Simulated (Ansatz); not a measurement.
Input and steps of a relaxation of cell and atoms on a 2-atom cell of Hg (P2_1/m) from a materials database (the PAW code Ansatz, PBE-D3(BJ)). The input holds the cell as the database lists it.

```yaml
crystal:
  lattice:
    - [3.4133030269, 0.0, 0.0]
    - [0.0, 5.49912714, 0.0]
    - [-1.6998547957, 0.0, 3.0241256614]
  atoms:
    - { symbol: Hg, position: [0.65155969, 0.25, 0.80422816] }
    - { symbol: Hg, position: [0.34844031, 0.75, 0.19577184] }
kpoints:
  mp_grid: { grid: [8, 4, 8] }
hamiltonian:
  xc: pbe
  dispersion: d3bj
scf:
  occupations: { method: fermi_dirac, width: 0.02 }
relax:
  f_tol: 0.005
  cell: {}
output:
  write_density: true
  write_potential: true
  elf: true
  volumetric_format: npy
```

The trajectory has 21 recorded frames, each with fractional positions and then forces in eV/Å along x, y and z. The last, and any step after a large change of cell, is solved on a basis re-selected at its cell; pressure is positive in compression.

Step 1: energy 0.0 meV/atom from step 1, largest force component 0.009 eV/Å, pressure -0.93 GPa; a = 3.413 Å, b = 5.499 Å, c = 3.469 Å, α = 90.00°, β = 119.34°, γ = 90.00°
```
Hg 0.6516 0.2500 0.8042     0.001   0.000   0.009
Hg 0.3484 0.7500 0.1958    -0.001   0.000  -0.009
```

Step 2: energy -3.8 meV/atom from step 1, largest force component 0.004 eV/Å, pressure -0.77 GPa; a = 3.378 Å, b = 5.477 Å, c = 3.440 Å, α = 90.00°, β = 119.30°, γ = 90.00°
```
Hg 0.6521 0.2500 0.8052     0.002   0.000   0.004
Hg 0.3479 0.7500 0.1948    -0.002   0.000  -0.004
```

Step 3: energy -15.3 meV/atom from step 1, largest force component 0.009 eV/Å, pressure +0.36 GPa; a = 3.211 Å, b = 5.422 Å, c = 3.319 Å, α = 90.00°, β = 118.74°, γ = 90.00°
```
Hg 0.6528 0.2500 0.8032     0.002   0.000  -0.009
Hg 0.3472 0.7500 0.1968    -0.002   0.000   0.009
```

Step 4: energy -15.8 meV/atom from step 1, largest force component 0.002 eV/Å, pressure -0.10 GPa; a = 3.210 Å, b = 5.487 Å, c = 3.339 Å, α = 90.00°, β = 118.69°, γ = 90.00°
```
Hg 0.6486 0.2500 0.7910     0.002   0.000  -0.002
Hg 0.3514 0.7500 0.2090    -0.002   0.000   0.002
```

Step 5: energy -16.1 meV/atom from step 1, largest force component 0.007 eV/Å, pressure +0.01 GPa; a = 3.206 Å, b = 5.478 Å, c = 3.327 Å, α = 90.00°, β = 118.42°, γ = 90.00°
```
Hg 0.6553 0.2500 0.7874     0.007   0.000   0.001
Hg 0.3447 0.7500 0.2126    -0.007   0.000  -0.001
```

Step 6: energy -16.5 meV/atom from step 1, largest force component 0.013 eV/Å, pressure +0.01 GPa; a = 3.196 Å, b = 5.489 Å, c = 3.324 Å, α = 90.00°, β = 118.10°, γ = 90.00°
```
Hg 0.6604 0.2500 0.7862     0.013   0.000   0.000
Hg 0.3396 0.7500 0.2138    -0.013   0.000   0.000
```

Step 7: energy -18.5 meV/atom from step 1, largest force component 0.018 eV/Å, pressure +0.06 GPa; a = 3.169 Å, b = 5.528 Å, c = 3.307 Å, α = 90.00°, β = 117.36°, γ = 90.00°
```
Hg 0.6681 0.2500 0.7795     0.018   0.000  -0.003
Hg 0.3319 0.7500 0.2205    -0.018   0.000   0.003
```

Q: How does the relaxation go on, and where does it end?

A:
Step 8: energy -24.6 meV/atom from step 1, largest force component 0.013 eV/Å, pressure -0.03 GPa; a = 3.102 Å, b = 5.624 Å, c = 3.239 Å, α = 90.00°, β = 114.13°, γ = 90.00°
```
Hg 0.6919 0.2500 0.7750     0.013   0.000  -0.004
Hg 0.3081 0.7500 0.2250    -0.013   0.000   0.004
```

Step 9: energy -29.4 meV/atom from step 1, largest force component 0.011 eV/Å, pressure 0.00 GPa; a = 3.141 Å, b = 5.466 Å, c = 3.203 Å, α = 90.00°, β = 110.55°, γ = 90.00°
```
Hg 0.7211 0.2500 0.7678     0.011   0.000   0.000
Hg 0.2789 0.7500 0.2322    -0.011   0.000   0.000
```

Step 10: energy -32.3 meV/atom from step 1, largest force component 0.032 eV/Å, pressure -0.07 GPa; a = 3.154 Å, b = 5.374 Å, c = 3.146 Å, α = 90.00°, β = 106.33°, γ = 90.00°
```
Hg 0.7571 0.2500 0.7670    -0.016   0.000  -0.032
Hg 0.2429 0.7500 0.2330     0.016   0.000   0.032
```

Step 11: energy -34.7 meV/atom from step 1, largest force component 0.011 eV/Å, pressure +0.19 GPa; a = 3.113 Å, b = 5.354 Å, c = 3.059 Å, α = 90.00°, β = 100.95°, γ = 90.00°
```
Hg 0.7609 0.2500 0.7327    -0.008   0.000   0.011
Hg 0.2391 0.7500 0.2673     0.008   0.000  -0.011
```

Step 12 (rejected): energy -30.3 meV/atom from step 1, largest force component 0.027 eV/Å, pressure +0.72 GPa; a = 2.980 Å, b = 5.587 Å, c = 3.042 Å, α = 90.00°, β = 101.97°, γ = 90.00°
```
Hg 0.7169 0.2500 0.7046     0.027   0.000   0.000
Hg 0.2831 0.7500 0.2954    -0.027   0.000   0.000
```

Step 13: energy -37.5 meV/atom from step 1, largest force component 0.017 eV/Å, pressure +0.03 GPa; a = 3.067 Å, b = 5.484 Å, c = 3.056 Å, α = 90.00°, β = 100.58°, γ = 90.00°
```
Hg 0.7564 0.2500 0.7295    -0.001   0.000   0.017
Hg 0.2436 0.7500 0.2705     0.001   0.000  -0.017
```

Step 14 (rejected): energy -37.1 meV/atom from step 1, largest force component 0.014 eV/Å, pressure -0.38 GPa; a = 3.081 Å, b = 5.520 Å, c = 3.082 Å, α = 90.00°, β = 102.16°, γ = 90.00°
```
Hg 0.7634 0.2500 0.7541    -0.012   0.000  -0.014
Hg 0.2366 0.7500 0.2459     0.012   0.000   0.014
```

Step 15: energy -38.1 meV/atom from step 1, largest force component 0.005 eV/Å, pressure +0.06 GPa; a = 3.060 Å, b = 5.499 Å, c = 3.058 Å, α = 90.00°, β = 101.08°, γ = 90.00°
```
Hg 0.7590 0.2500 0.7411    -0.005   0.000   0.003
Hg 0.2410 0.7500 0.2589     0.005   0.000  -0.003
```

Step 16: energy -38.2 meV/atom from step 1, largest force component 0.002 eV/Å, pressure -0.02 GPa; a = 3.065 Å, b = 5.494 Å, c = 3.066 Å, α = 90.00°, β = 101.34°, γ = 90.00°
```
Hg 0.7543 0.2500 0.7458    -0.002   0.000   0.001
Hg 0.2457 0.7500 0.2542     0.002   0.000  -0.001
```

Step 17: energy -38.2 meV/atom from step 1, largest force component 0.001 eV/Å, pressure 0.00 GPa; a = 3.063 Å, b = 5.495 Å, c = 3.064 Å, α = 90.00°, β = 101.30°, γ = 90.00°
```
Hg 0.7516 0.2500 0.7496    -0.001   0.000  -0.001
Hg 0.2484 0.7500 0.2504     0.001   0.000   0.001
```

Step 18: energy -38.2 meV/atom from step 1, largest force component 0.000 eV/Å, pressure 0.00 GPa; a = 3.063 Å, b = 5.497 Å, c = 3.064 Å, α = 90.00°, β = 101.26°, γ = 90.00°
```
Hg 0.7499 0.2500 0.7500     0.000   0.000   0.000
Hg 0.2501 0.7500 0.2500     0.000   0.000   0.000
```

Step 19: energy -38.3 meV/atom from step 1, largest force component 0.000 eV/Å, pressure +0.03 GPa; a = 3.063 Å, b = 5.497 Å, c = 3.064 Å, α = 90.00°, β = 101.26°, γ = 90.00°
```
Hg 0.7499 0.2500 0.7500     0.000   0.000   0.000
Hg 0.2501 0.7500 0.2500     0.000   0.000   0.000
```

Step 20: energy -38.4 meV/atom from step 1, largest force component 0.001 eV/Å, pressure +0.01 GPa; a = 3.063 Å, b = 5.496 Å, c = 3.063 Å, α = 90.00°, β = 100.88°, γ = 90.00°
```
Hg 0.7500 0.2500 0.7506     0.000   0.000  -0.001
Hg 0.2500 0.7500 0.2494     0.000   0.000   0.001
```

Step 21: energy -38.4 meV/atom from step 1, largest force component 0.001 eV/Å, pressure 0.00 GPa; a = 3.063 Å, b = 5.496 Å, c = 3.063 Å, α = 90.00°, β = 100.88°, γ = 90.00°
```
Hg 0.7500 0.2500 0.7506     0.000   0.000  -0.001
Hg 0.2500 0.7500 0.2494     0.000   0.000   0.001
```

The walk took 19 steps and changed the volume by -10.8 %. The last SCF, on a fresh basis, lies 38.4 meV an atom below the first. Final cell: space group Fmmm (No. 69), orthorhombic; conventional cell a = 3.901 Å, b = 4.723 Å, c = 5.496 Å, 25.32 Å³ an atom. Hg has 8 Hg at 3.06–3.37 Å.

Run as `ansatz run input.yaml --threads 2 --pin off --max-ram 2211MiB --backend cpu --events-out ev --progress --plain --runs-dir out`. It took 62 s on 2 threads of Arm Neoverse V1 (shared host), load about 0.7 per core; peak host memory 0.41 GiB.

Spin-unpolarised throughout; all numbers are computed.

Where bands overlap the cell is a metal at that level, and these k meshes limit energies, forces and stress.
